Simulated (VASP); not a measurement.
# Pb (C2/m) in VASP: notebook

Runs on Pb. Level: LDA. Tasks: single point.

All numbers are computed with VASP 6.6.1; they aren't measurements. Logs are shortened: lines on timing, memory, paths and dates and some standing lists are left out, and cuts for length are marked.

### 1 The crystal as given

The structure is monoclinic, space group C2/m (No. 12). Conventional cell: a = 6.077 Å, b = 3.501 Å, c = 6.452 Å, α = 90.00°, β = 109.14°, γ = 90.00°. Pb (site symmetry m) is surrounded by 10 Pb at 3.34 to 3.51 Å.

This isn't the form of Pb at room conditions, which is fcc.

### 2 Single point, LDA

Contents of INCAR:

```
SYSTEM = Pb
ADDGRID = .False. ; ALGO = Normal
EDIFF = 1E-6 ; ENCUT = 520
GGA = CA ; ISIF = 2
ISMEAR = 1 ; LASPH = .True.
LCHARG = .False. ; LREAL = .False.
LWAVE = .False. ; NELM = 100
PREC = Accurate ; SIGMA = 0.1
```

Contents of KPOINTS:

```
k-points
0
Gamma
  16 16 8
  0 0 0
```

Contents of POSCAR:

```
Pb
1.0
    3.0386068135     -1.7503199600      0.0000000000
    3.0386068135      1.7503199600      0.0000000000
   -2.1154626375      0.0000000000      6.0952248674
Pb
2
Direct
    0.9226740000      0.9042520000      0.7213670000
    0.1042030000      0.0659440000      0.2801110000
```

Potentials or basis: VASP PAW LDA potentials, release 64 (Pb_d).

The run is started by

```
$ cat potpaw_LDA.64/Pb_d/POTCAR > POTCAR
$ mpirun -np 1 vasp_std > vasp.out
```

OUTCAR:

```text
SYSTEM = Pb
   EDIFF = 1E-6
   ENCUT = 520
   GGA = CA
   ISIF = 2
   ISMEAR = 1
   LASPH = .True.
   LREAL = .False.
   NELM = 100
   PREC = Accurate

 Found   1028 irreducible k-points:

 Following reciprocal coordinates:
            Coordinates               Weight
  0.000000  0.000000  0.000000      1.000000
  0.062500  0.000000  0.000000      2.000000
 -0.000000 -0.062500  0.000000      2.000000
  0.125000  0.000000  0.000000      2.000000
 -0.000000 -0.125000  0.000000      2.000000
  0.187500  0.000000 -0.000000      2.000000
   k-points           NKPTS =   1028   k-points in BZ     NKDIM =   1028   number of bands    NBANDS=     18
   number of dos      NEDOS =    301   number of ions     NIONS =      2
   total plane-waves  NPLWV =  37632
   dimension x,y,z NGX =    28 NGY =   28 NGZ =   48
   dimension x,y,z NGXF=    56 NGYF=   56 NGZF=   96
   ions per type =               2
   NGX,Y,Z   is equivalent  to a cutoff of  13.27, 13.27, 12.37 a.u.
   NGXF,Y,Z  is equivalent  to a cutoff of  26.55, 26.55, 24.74 a.u.
 SYSTEM =  Pb
   PREC   = accura    normal or accurate (medium, high low for compatibility)
   ISTART =      0    job   : 0-new  1-cont  2-samecut
   ICHARG =      2    charge: 1-file 2-atom 10-const
   ISPIN  =      1    spin polarized calculation?
   LNONCOLLINEAR =      F non collinear calculations
   LSORBIT =      F    spin-orbit coupling
   LASPH  =      T    aspherical Exc in radial PAW
   ENCUT  =  520.0 eV  38.22 Ry    6.18 a.u.   6.52  6.52 12.00*2*pi/ulx,y,z
   NELM   =    100;   NELMIN=  2; NELMDL= -5     # of ELM steps
   EDIFF  = 0.1E-05   stopping-criterion for ELM
   LREAL  =      F    real-space projection
   EDIFFG = 0.1E-04   stopping-criterion for IOM
   NSW    =      0    number of steps for IOM
   IBRION =     -1    ionic relax: 0-MD 1-quasi-New 2-CG
   NFREE  =      0    steps in history (QN), initial steepest desc. (CG)
   ISIF   =      2    stress and relaxation
   ISYM   =      2    0-nonsym 1-usesym 2-fastsym
   POTIM  = 0.5000    time-step for ionic-motion
   TEBEG  =    0.0;   TEEND  =   0.0 temperature during run
   PSTRESS=    0.0 pullay stress
   NELECT =      28.0000    total number of electrons
   NUPDOWN=      -1.0000    fix difference up-down
   EMIN   =  10.00;   EMAX   =-10.00  energy-range for DOS
   EFERMI =   0.00;   METHOD = LEGACY
   ISMEAR =     1;   SIGMA  =   0.10  broadening in eV -4-tet -1-fermi 0-gaus
   EFERMI_NEDOS =   21; number of points for ismear=-14 and -15
   IALGO  =     38    algorithm
   IMIX   =      4    mixing-type and parameters
     AMIX     =   0.40;   BMIX     =  1.00
     AMIX_MAG =   1.60;   BMIX_MAG =  1.00
  volume/ion in A,a.u.               =      32.42       218.77
  Fermi-wavevector in a.u.,A,eV,Ry     =   1.237438  2.338420 20.833975  1.531254
  Thomas-Fermi vector in A             =   2.372006
   LORBIT       =      0    0 simple, 1 ext, 2 COOP (PROOUT), +10 PAW based schemes
   GGA     = CA    functional components
   LHFCALC =     F    Hartree Fock is set to
   AEXX    =    0.0000 exact exchange contribution
   IVDW    =     0    specifies the selected vdW correction
   LEPSILON=     F    determine dielectric tensor
   LRPA    =     F    only Hartree local field effects (RPA)
 non-spin polarized calculation
 Methfessel and Paxton  Order N= 1 SIGMA  =   0.10
  energy-cutoff  :      520.00
  volume of cell :       64.84
 maximum number of plane-waves:      1781
 NGX is ok and might be reduce to    28
   NGX = 13   NGY = 13   NGZ = 23

 number of electron      28.0000003 magnetization

 Free energy of the ion-electron system (eV)
  ---------------------------------------------------
  ext. energy  EPLUGINS =         0.00000000
  ---------------------------------------------------
  free energy    TOTEN  =        -8.32381003 eV

  energy without entropy =       -8.32380458  energy(sigma->0) =       -8.32380821

 E-fermi :   6.2913     XC(G=0): -10.0826

 val. band max:        6.2899742929   @ k =   0.5000   0.0625  -0.2500
 cond. band min:       6.2913677053   @ k =  -0.1875   0.1875  -0.1250
 fundamental gap:      0.0013934124
 Fermi energy:         6.2913303684

 k-point     1 :       0.0000    0.0000    0.0000
  band No.  band energies     occupation
      1     -10.8039      2.00000
      2     -10.7239      2.00000
      3     -10.7229      2.00000
      4     -10.7224      2.00000
      5     -10.7203      2.00000
      6     -10.7114      2.00000
[... 10 lines left out ...]
     17      12.7786      0.00000
     18      12.8795      0.00000

 k-point     2 :       0.0625    0.0000    0.0000
  band No.  band energies     occupation
      1     -10.8008      2.00000
      2     -10.7341      2.00000
      3     -10.7228      2.00000
      4     -10.7151      2.00000
      5     -10.7127      2.00000
      6     -10.6957      2.00000
[... 10 lines left out ...]
     17      12.7264      0.00000
     18      12.8637      0.00000

 k-point     3 :      -0.0000   -0.0625    0.0000
  band No.  band energies     occupation
      1     -10.8006      2.00000
      2     -10.7339      2.00000
      3     -10.7229      2.00000
      4     -10.7155      2.00000
      5     -10.7128      2.00000
      6     -10.6961      2.00000
[... 10 lines left out ...]
     17      12.7184      0.00000
     18      12.8835      0.00000

 k-point     4 :       0.1250    0.0000    0.0000
  band No.  band energies     occupation
      1     -10.7928      2.00000
      2     -10.7488      2.00000
      3     -10.7294      2.00000
      4     -10.6945      2.00000
      5     -10.6877      2.00000
      6     -10.6667      2.00000
[... 10 lines left out ...]
     17      12.5818      0.00000
     18      12.7643      0.00000

 k-point     5 :      -0.0000   -0.1250    0.0000
  band No.  band energies     occupation
      1     -10.7915      2.00000
      2     -10.7499      2.00000
      3     -10.7292      2.00000
      4     -10.6958      2.00000
      5     -10.6874      2.00000
      6     -10.6683      2.00000
[... 10 lines left out ...]
     17      12.6101      0.00000
     18      12.7425      0.00000

 k-point     6 :       0.1875    0.0000   -0.0000
  band No.  band energies     occupation
      1     -10.7876      2.00000
      2     -10.7608      2.00000
      3     -10.7406      2.00000
      4     -10.6705      2.00000
      5     -10.6563      2.00000
      6     -10.6489      2.00000
[... 10 lines left out ...]
     17      12.1165      0.00000
     18      12.7090      0.00000

 [... further k-points ...]

------------------------ aborting loop because EDIFF is reached ----------------------------------------

  FORCE on cell =-STRESS in cart. coord.  units (eV):
  Direction    XX          YY          ZZ          XY          YZ          ZX
  --------------------------------------------------------------------------------------
  -------------------------------------------------------------------------------------
  Total       -1.1263527     -1.1653861     -0.8921582     -0.0187625     -0.0355838     -0.0799439
  in kB      -27.8338509    -28.7984247    -22.0465564     -0.4636501     -0.8793277     -1.9755316
  external PRESSURE =     -26.2262773 kB  Pullay stress =       0.0000000 kB

 VOLUME and BASIS-vectors are now :
 -----------------------------------------------------------------------------
  energy-cutoff  :      520.00
  volume of cell :       64.84
      direct lattice vectors                 reciprocal lattice vectors
     3.038606813 -1.750319960  0.000000000     0.164549095 -0.285662057  0.057109864
     3.038606813  1.750319960  0.000000000     0.164549095  0.285662057  0.057109864
    -2.115462637  0.000000000  6.095224867     0.000000000  0.000000000  0.164062856

 POSITION                                       TOTAL-FORCE (eV/Angst)
 -----------------------------------------------------------------------------------
      4.02528     -0.03224      4.39689        -0.016751     -0.010117      0.093733
     -0.07555     -0.06697      1.70734         0.016751      0.010117     -0.093733
 -----------------------------------------------------------------------------------
    total drift:                                0.000010     -0.000002      0.000016

  FREE ENERGIE OF THE ION-ELECTRON SYSTEM (eV)
  ---------------------------------------------------
  free  energy   TOTEN  =        -8.3238100286 eV

  energy  without entropy=       -8.3238045804  energy(sigma->0) =       -8.32380821
```

OSZICAR:

```text
N       E                     dE             d eps       ncg     rms          rms(c)
DAV:   1     0.278820091751E+03    0.27882E+03   -0.14585E+04 37012   0.185E+03
DAV:   2     0.108291862067E+02   -0.26799E+03   -0.26470E+03 37036   0.430E+02
DAV:   3    -0.779096876748E+01   -0.18620E+02   -0.18397E+02 45096   0.143E+02
DAV:   4    -0.833541938585E+01   -0.54445E+00   -0.54271E+00 43434   0.294E+01
DAV:   5    -0.835766232338E+01   -0.22243E-01   -0.22241E-01 44656   0.528E+00    0.802E-01
DAV:   6    -0.833113582930E+01    0.26526E-01   -0.51552E-02 48450   0.300E+00    0.405E-01
DAV:   7    -0.832429548812E+01    0.68403E-02   -0.21668E-02 46428   0.191E+00    0.135E-01
DAV:   8    -0.832381640637E+01    0.47908E-03   -0.12776E-03 47630   0.561E-01    0.156E-02
DAV:   9    -0.832380936010E+01    0.70463E-05   -0.90993E-05 45546   0.122E-01    0.683E-03
DAV:  10    -0.832381002858E+01   -0.66848E-06   -0.83168E-06 46546   0.407E-02
   1 F= -.83238100E+01 E0= -.83238082E+01  d E =-.544816E-05
```

stdout:

```text
POSCAR found type information on POSCAR Pb
 POSCAR found :  1 types and       2 ions
 scaLAPACK will be used
 LDA part: xc-table for (Slater(with rela. corr.)+CA(PZ))
 , standard interpolation
 POSCAR, INCAR and KPOINTS ok, starting setup
 FFT: planning ... GRIDC
 FFT: planning ... GRID_SOFT
 FFT: planning ... GRID
 WAVECAR not read
 entering main loop
```

Run time: 4.8 min. Hardware: 1 thread of Intel Xeon 6975P-C (Granite Rapids), shared host; peak memory 0.96 GiB.

The run converged, but some of its settings lie outside the range that counts as converged, so its numbers aren't taken as properties of the crystal.

What came out:

```yaml
Free_energy: -8.3238 eV
Pressure: -2.6 GPa
Largest_force: 0.096 eV/Å
Band_gap_on_the_k_mesh: none (metal or under the smearing width)
```

### 3 Single point, LDA

Contents of INCAR:

```
SYSTEM = Pb
ADDGRID = .False. ; ALGO = Normal
EDIFF = 1E-6 ; ENCUT = 400
GGA = CA ; ISIF = 2
ISMEAR = 1 ; LASPH = .True.
LCHARG = .False. ; LREAL = .False.
LWAVE = .False. ; NELM = 100
PREC = Accurate ; SIGMA = 0.2
```

Contents of KPOINTS:

```
k-points
0
Gamma
  19 19 9
  0 0 0
```

Contents of POSCAR:

```
Pb
1.0
    3.0386068135     -1.7503199600      0.0000000000
    3.0386068135      1.7503199600      0.0000000000
   -2.1154626375      0.0000000000      6.0952248674
Pb
2
Direct
    0.9085084100      0.9085084100      0.7262922000
    0.0914915900      0.0914915900      0.2737078000
```

Potentials or basis: VASP PAW LDA potentials, release 64 (Pb_d).

The run is started by

```
$ cat potpaw_LDA.64/Pb_d/POTCAR > POTCAR
$ mpirun -np 1 vasp_std > vasp.out
```

Run time: 2.2 min. Hardware: 1 thread of Intel Xeon 6975P-C (Granite Rapids), shared host; peak memory 0.59 GiB.

These settings aren't checked as converged: the numbers below hold their error.

Results:

- Free energy: -8.3214 eV
- Pressure: -3.0 GPa
- Largest force: 0.067 eV/Å
- Band gap on the k mesh: none (metal or under the smearing width)

### 4 Single point, LDA

INCAR is that of step 3.

KPOINTS is that of step 3.

Contents of POSCAR:

```
Pb
1.0
    3.0386068135     -1.7503199600      0.0000000000
    3.0386068135      1.7503199600      0.0000000000
   -2.1154626375      0.0000000000      6.0952248674
Pb
2
Direct
    0.9226740000      0.9042520000      0.7213670000
    0.1042030000      0.0659440000      0.2801110000
```

The run is started by

```
$ cat potpaw_LDA.64/Pb_d/POTCAR > POTCAR
$ mpirun -np 1 vasp_std > vasp.out
```

It took 4.4 min on 1 thread of Intel Xeon 6975P-C (Granite Rapids), shared host; peak memory 1 GiB.

These settings aren't checked as converged: the numbers below hold their error.

What came out:

```
Free energy            : -8.3209 eV
Pressure               : -2.6 GPa
Largest force          : 0.070 eV/Å
Band gap on the k mesh : none (metal or under the smearing width)
```

### 5 Single point, LDA

INCAR, as its differences from that of step 4:

```diff
@@ -2,3 +2,3 @@
 ADDGRID = .False. ; ALGO = Normal
-EDIFF = 1E-6 ; ENCUT = 400
+EDIFF = 1E-6 ; ENCUT = 460
 GGA = CA ; ISIF = 2
```

KPOINTS is that of step 4.

Contents of POSCAR:

```
Pb
1.0
    3.0386068135     -1.7503199600      0.0000000000
    3.0386068135      1.7503199600      0.0000000000
   -2.1154626375      0.0000000000      6.0952248674
Pb
2
Direct
    0.9085084100      0.9085084100      0.7262922000
    0.0914915900      0.0914915900      0.2737078000
```

The run is started by

```
$ cat potpaw_LDA.64/Pb_d/POTCAR > POTCAR
$ mpirun -np 1 vasp_std > vasp.out
```

Run time: 4 min. Hardware: 1 thread of Intel Xeon 6975P-C (Granite Rapids), shared host; peak memory 0.71 GiB.

The run converged, but some of its settings lie outside the range that counts as converged, so its numbers aren't taken as properties of the crystal.

What came out:

```yaml
Free_energy: -8.3218 eV
Pressure: -3.0 GPa
Largest_force: 0.067 eV/Å
Band_gap_on_the_k_mesh: none (metal or under the smearing width)
```
